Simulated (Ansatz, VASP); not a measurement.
# Si (Si(110)): VASP beside Ansatz, part 2 of 2

Aim: how closely do two programs agree when they are given the same cell, functional and k mesh?

VASP 6.6.1 and Ansatz 0.2.0.

So far: Starting point; VASP: band structure, PBE.

## Step 3: Ansatz: band structure, PBE

Level of this step: Ansatz beside VASP: Kohn-Sham DFT, plane waves, PBE (Ansatz).

Ansatz runs on its default PAW (the set named soft_2) files.

The same cell, functional, mesh and smearing now go to Ansatz, which takes its cutoff from its data sets.

input.yaml

```yaml
crystal:
  lattice:
    - [4.0216247038, 0.0, 0.0]
    - [0.0, 5.6874361989, 0.0]
    - [0.0, 0.0, 31.2313523748]
  atoms:
    - { symbol: Si, position: [0.75, 0.4024530343, 0.7324397527] }
    - { symbol: Si, position: [0.25, 0.5975469657, 0.7324397527] }
    - { symbol: Si, position: [0.25, 0.8878423606, 0.680814707] }
    - { symbol: Si, position: [0.75, 0.1121576394, 0.680814707] }
    - { symbol: Si, position: [0.75, 0.3802472207, 0.6219327015] }
    - { symbol: Si, position: [0.25, 0.6197527793, 0.6219327015] }
    - { symbol: Si, position: [0.25, 0.8780257938, 0.5608644569] }
    - { symbol: Si, position: [0.75, 0.1219742062, 0.5608644569] }
    - { symbol: Si, position: [0.75, 0.378501909, 0.5] }
    - { symbol: Si, position: [0.25, 0.621498091, 0.5] }
    - { symbol: Si, position: [0.25, 0.8780257938, 0.4391355431] }
    - { symbol: Si, position: [0.75, 0.1219742062, 0.4391355431] }
    - { symbol: Si, position: [0.75, 0.3802472207, 0.3780672985] }
    - { symbol: Si, position: [0.25, 0.6197527793, 0.3780672985] }
    - { symbol: Si, position: [0.25, 0.8878423606, 0.319185293] }
    - { symbol: Si, position: [0.75, 0.1121576394, 0.319185293] }
    - { symbol: Si, position: [0.75, 0.4024530343, 0.2675602473] }
    - { symbol: Si, position: [0.25, 0.5975469657, 0.2675602473] }
hamiltonian:
  xc: pbe
  pseudopotentials: { kind: paw }
kpoints:
  mp_grid: { grid: [6, 4, 1] }
  band_path:
    path:
      - [0.0, 0.0, 0.0]
      - [0.07692, 0.0, 0.0]
      - [0.15385, 0.0, 0.0]
      - [0.26923, 0.0, 0.0]
      - [0.34615, 0.0, 0.0]
      - [0.42308, 0.0, 0.0]
      - [0.5, 0.0, 0.0]
      - [0.5, 0.07692, 0.0]
      - [0.5, 0.19231, 0.0]
      - [0.5, 0.26923, 0.0]
      - [0.5, 0.34615, 0.0]
      - [0.5, 0.46154, 0.0]
      - [0.5, 0.5, 0.0]
      - [0.42308, 0.5, 0.0]
      - [0.30769, 0.5, 0.0]
      - [0.23077, 0.5, 0.0]
      - [0.11538, 0.5, 0.0]
      - [0.03846, 0.5, 0.0]
      - [0.0, 0.5, 0.0]
      - [0.0, 0.38462, 0.0]
      - [0.0, 0.30769, 0.0]
      - [0.0, 0.23077, 0.0]
      - [0.0, 0.11538, 0.0]
      - [0.0, 0.03846, 0.0]
      - [0.03846, 0.03846, 0.0]
      - [0.11538, 0.11538, 0.0]
      - [0.19231, 0.19231, 0.0]
      - [0.30769, 0.30769, 0.0]
      - [0.38462, 0.38462, 0.0]
      - [0.5, 0.5, 0.0]
    npoints: 1
scf:
  occupations: { method: gaussian, width: 0.03 }
  n_extra_bands: 15
efield:
  axis: 3
  dipole_correction: true
  ramp_width: 0.04
output:
  forces: true
  eigenvalues: true
  write_density: true
  write_potential: true
  elf: true
  volumetric_format: npy
```

The run is started by

```sh
$ ansatz run input.yaml --threads 8 --pin off --max-ram 18432MiB --backend cpu --events-out ev --progress --plain --runs-dir out
```

Numbers of over 12 decimals in the logs are rounded to 6 here.

The program printed:

```text
scf.n_extra_bands = 15 over 36 filled bands (N_el = 72.0): the run solves 51 bands
Engine: ansatz 0.2.0, aarch64-unknown-linux-gnu
Pseudopotentials: kind: paw
Pseudopotential: Si, paw, valence charge 4, recommended cutoff 420 eV (normal), Si.paw.azcp
Functional definition: PBE
  parameter kappa = 0.804
  parameter beta = 0.066725
  exchange = pbe_x(kappa = kappa, mu = beta*pi^2/3)
  correlation = pbe_c(beta = beta)
Crystal: 18 atoms, lattice volume = 714.346 Å³
Basis set: ecut = 420 eV, 14023 PW (Γ), exchange–correlation on 54×80×432 points (8 copies of the dense FFT grid, shifted against one another)
Bands: 51, of which v1, the nominal top of the filled ones, is band 36 counted from 1 (35 counted from 0)
Symmetry: 4 space group operations
k-points: 12 of 24
Non-local potential: Si, projectors of the file, l = 0: 2, l = 1: 2, l = 2: 2
PAW form: soft (Blöchl's): semilocal exchange-correlation on the pseudo side does not see the compensation charge
PAW one-centre angular grid: Si, 110 points (default); XC on 64 Gauss nodes
Initial density: superposition of atomic densities (neutral atoms: chi_scale 0, normalization atom), corrected by the library's trained network
Initial wavefunctions: pseudopotential atomic-orbital guess
Functional: x = pbe(κ = 0.804, μ = 0.219515), c = pbe(β = 0.066725)
SCF iter   1: F=—  HF=-11439.706881 eV  |F-HF|=—  |Δ(HF+E_count)|=         —  Δρ=2.26e-3  dr2=8.34e-2  ethr=1.77e-3  p=0.000 e·Å  D=4.81e-14 V/Å  ΔV_dip=-0.00 eV  dr2_dipole=4.24e-8  V_vac-E_F(+/−)=4.60/4.60 eV  ⟨swp⟩=9.3  Hψ=3574  notcnv=0  defer=20
efield: sawtooth ramp at fractional position 0.9800 (placed from the atoms, in the widest stretch of the axis that holds none; the zero of the levels goes with the place), width 0.0400; the density the first Hamiltonian is built on has a dipole p = 0.000 e·Å; the dipole correction subtracts the counter field D = 4.81e-14 V/Å, which shifts the + side's vacuum level by -0.00 eV against the − side's; the planar-averaged density in the ramp window peaks in size at 5.3e-6 e/Å³
preconditioner: auto → LDOS  [metal: Δε(μ)=0.006 eV  Ē_g=7.140 eV  σ=0.030 eV  W_gap=0.11  n_scr=70 (ndim 8)  ℏωp=11.8 eV  f_vac=0.411  D(μ)=6.21/eV (n_scr^D=22)  β→1.0]
SCF iter   2: F=—  HF=-11439.706104 eV  |F-HF|=—  |Δ(HF+E_count)|=   7.78e-4  Δρ=7.71e-4  dr2=1.35e-2  ethr=1.16e-4  p=-0.000 e·Å  D=-2.82e-6 V/Å  ΔV_dip=0.00 eV  dr2_dipole=3.40e-9  V_vac-E_F(+/−)=4.72/4.72 eV  ⟨swp⟩=3.3  Hψ=1195  notcnv=0  defer=110
SCF iter   3: F=—  HF=-11439.705314 eV  |F-HF|=—  |Δ(HF+E_count)|=   7.90e-4  Δρ=4.14e-4  dr2=6.05e-3  ethr=1.87e-5  p=-0.000 e·Å  D=-2.08e-6 V/Å  ΔV_dip=0.00 eV  dr2_dipole=1.17e-8  V_vac-E_F(+/−)=4.75/4.75 eV  ⟨swp⟩=2.9  Hψ=1030  notcnv=0  defer=110
SCF iter   4: F=—  HF=-11439.703994 eV  |F-HF|=—  |Δ(HF+E_count)|=   1.32e-3  Δρ=1.26e-4  dr2=3.77e-4  ethr=8.40e-6  p=-0.000 e·Å  D=-1.26e-6 V/Å  ΔV_dip=0.00 eV  dr2_dipole=3.78e-9  V_vac-E_F(+/−)=4.75/4.75 eV  ⟨swp⟩=2.0  Hψ=788  notcnv=0  defer=110
SCF iter   5: F=—  HF=-11439.703941 eV  |F-HF|=—  |Δ(HF+E_count)|=   5.32e-5  Δρ=4.21e-5  dr2=5.71e-5  ethr=5.23e-7  p=-0.000 e·Å  D=-5.89e-7 V/Å  ΔV_dip=0.00 eV  dr2_dipole=1.21e-10  V_vac-E_F(+/−)=4.76/4.76 eV  ⟨swp⟩=2.1  Hψ=920  notcnv=0  defer=110
SCF iter   6: F=—  HF=-11439.704128 eV  |F-HF|=—  |Δ(HF+E_count)|=   1.87e-4  Δρ=1.29e-5  dr2=4.10e-6  ethr=7.94e-8  p=-0.000 e·Å  D=-2.92e-7 V/Å  ΔV_dip=0.00 eV  dr2_dipole=1.03e-11  V_vac-E_F(+/−)=4.76/4.76 eV  ⟨swp⟩=2.3  Hψ=882  notcnv=0  defer=110
SCF iter   7: F=—  HF=-11439.704129 eV  |F-HF|=—  |Δ(HF+E_count)|=   1.28e-6  Δρ=4.12e-6  dr2=3.07e-7  ethr=5.70e-9  p=-0.000 e·Å  D=-1.10e-7 V/Å  ΔV_dip=0.00 eV  dr2_dipole=8.72e-13  V_vac-E_F(+/−)=4.76/4.76 eV  ⟨swp⟩=2.1  Hψ=881  notcnv=0  defer=110
SCF iter   8: F=-11439.704130 eV  HF=-11439.704129 eV  |F-HF|=4.49e-8  |Δ(HF+E_count)|=   1.40e-7  Δρ=1.82e-6  dr2=6.59e-8  ethr=1.39e-10  p=-0.000 e·Å  D=-5.69e-8 V/Å  ΔV_dip=0.00 eV  dr2_dipole=8.92e-13  V_vac-E_F(+/−)=4.76/4.76 eV  ⟨swp⟩=22.9  Hψ=6212  notcnv=0
SCF 1 converged in 8 iterations: F = -11439.704130 eV  dr2 = 6.59e-8
  greatest PAW one-centre occupation: 0.645 electrons in one spin orbital (limit 2), on the Si atom at site 0 (counted from 0), in its partial waves of l = 0
NSCF: frozen V_eff on 30 k-points
efield: sawtooth ramp at fractional position 0.9800 (kept from the solve that this one continues, or follows in the run), width 0.0400; the density the first Hamiltonian is built on has a dipole p = -0.000 e·Å; the dipole correction subtracts the counter field D = -5.69e-8 V/Å, which shifts the + side's vacuum level by +0.00 eV against the − side's; the planar-averaged density in the ramp window peaks in size at 6.1e-8 e/Å³
WARN: The output density's exchange-correlation potential varies sharply where the density is thin. Do not read a vacuum level from v_tot or v_xc, or from such a field of the output density. On a cell that repeats whose density bears no net charge and no dipole along the vacuum's axis use v_es (v_loc + v_h of the components); under efield.dipole_correction with no amplitude use v_es + v_field, which holds any externa [...]
SCF converged after 8 iterations
Free energy (F): -11439.704130 eV
Harris-Foulkes:  -11439.704129 eV  (|F-HF|=4.49e-8)
Internal energy: -11439.701794 eV  (E = F + TS)
E sigma→0 (E₀):  -11439.702962 eV
Entropy (-TS):   -0.002335 eV (-0.130 meV/atom)
Fermi energy:    0.944485 eV
Dipole field:    D = -0.000001 V/Å  (p = -0.000003 e·Å, saw-weighted, corrected)
Work function:   Φ+ = 4.7593 eV   Φ− = 4.7592 eV
Levels:          The Fermi level and band energies are counted from a zero that moves with the ramp; work functions are not
--- Per-component energies (eV) ---
  E_band       = -297.542072
  E_kinetic    = 706.265302
  E_local      = -23797.712357  (includes V_loc(G=0)·N_el)
  E_nonlocal   = 462.552182
  E_hartree    = 11600.490427
  E_xc         = -982.903196
  E_vxc        = -827.240844  (∫ρ·V_xc dr)
  E_paw        = -9227.604808  (= ΣΔE_a)
  E_vpaw       = -42.395579  (= ΣTr[D̂ρ^β])
  E_aug_tail   = 0.000113  (compensation charges beyond the density's cutoff)
  E_efield     = 0.000000  (sawtooth field / dipole correction)
  E_vefield    = 0.000000  (∫n·V_field dr)
  E_ewald      = 9799.210542
  E_smearing   = -0.002335  (= −TS)
  E_closure    = -0.000000  (closes the sum)
  Σ components = -11439.704130   (vs F -11439.704130, Δ=0.00e0)
--- Forces (eV/Å), atoms counted from 1 ---
  atom   1  Si     0.00000000    -0.00341329     0.01667666
  atom   2  Si     0.00000000     0.00341329     0.01667666
  atom   3  Si     0.00000000    -0.00618184     0.00359618
  atom   4  Si     0.00000000     0.00618184     0.00359618
  atom   5  Si     0.00000000    -0.01294065    -0.02199850
  atom   6  Si     0.00000000     0.01294065    -0.02199850
  atom   7  Si     0.00000000    -0.00603689    -0.01325299
  atom   8  Si     0.00000000     0.00603689    -0.01325299
  atom   9  Si     0.00000000     0.00481219     0.00000029
  atom  10  Si     0.00000000    -0.00481219     0.00000029
  atom  11  Si     0.00000000    -0.00603656     0.01325283
  atom  12  Si     0.00000000     0.00603656     0.01325283
  atom  13  Si     0.00000000    -0.01294061     0.02199824
  atom  14  Si     0.00000000     0.01294061     0.02199824
  atom  15  Si     0.00000000    -0.00618165    -0.00359596
  atom  16  Si     0.00000000     0.00618165    -0.00359596
  atom  17  Si     0.00000000    -0.00341353    -0.01667661
  atom  18  Si     0.00000000     0.00341353    -0.01667661
  max |Σ_I F_I| component: 2.92e-7 eV/Å
--- Band table (eV; the first three rows and the last of 12) ---
  k-point 0: bands = [... 32 lower, 0.1404, 0.3505, 0.8493, 0.8648, 1.1214, 1.2203, 1.6677, 2.0927, ... 11 higher]
  k-point 1: bands = [... 32 lower, -0.2931, -0.1160, 0.4930, 0.5041, 1.3814, 1.5248, 1.7618, 1.9483, ... 11 higher]
  k-point 2: bands = [... 32 lower, -0.6957, -0.5077, 0.2288, 0.2721, 1.1479, 1.4549, 1.8024, 2.1226, ... 11 higher]
  k-point 11: bands = [... 32 lower, -0.7635, -0.7635, 0.9314, 0.9314, 1.2797, 1.2797, 2.6337, 2.6337, ... 11 higher]
```

Wall time 27 s (8 threads of Arm Neoverse N1, shared host); peak memory 2.4 GiB; 3.6 min of CPU time.

In the SCF lines HF is the Harris–Foulkes energy and dr2 the Hartree energy of the density residual, in eV; the loop may stop once dr2 is under the threshold and the program's other checks hold. Hψ counts applications of the Hamiltonian.

## Step 4: Side by side

Known differences besides the potentials themselves: the cutoff is 420 eV in Ansatz and 320 eV in VASP (PREC = Normal, projectors in real space); VASP leaves aspherical gradient terms in its spheres out (LASPH is not set), Ansatz keeps them. Total energies have different zeros and are not compared.

The two programs side by side:

```
                                   quantity  Ansatz  VASP  difference
 work function, lower of the two faces (eV)    4.76  4.76        0.00
work function, higher of the two faces (eV)    4.76  4.76        0.00
```

At this near-relaxed geometry the largest component of a force difference is 12 meV/Å. Levels from 3 eV below to 2 eV above the Fermi level differ by 2 meV r.m.s. and 7 meV at most; each VASP level is matched to the nearest of Ansatz, which flatters the figure a little. VASP's log warns that it found no field-free region in the vacuum, so its work functions are uncertain.

## Step 5: Outcome

```
r.m.s. difference of levels near the Fermi level (band structure, PBE) : 1.8 meV
```

What this shows: The r.m.s. difference of levels near the Fermi level is 1.8 meV (band structure, PBE), within the 80 meV picked in this series as the mark of a large difference. Such differences can come from data sets, numerical settings and the points named under the comparisons, not from the functional's error against experiment.

[Lines on the potential files, build, host, timing and source positions are cut from VASP's logs without a mark.]

[Logs are printed without paths, hosts, clocks, repeated set-up lines and the standing remarks that a program may print on its own settings, such as how far it seeks lower states.]

[Hosts, paths, dates, database ids (printed as entryN), source tags and the programs' standing remarks are cut or masked in the printed files.]
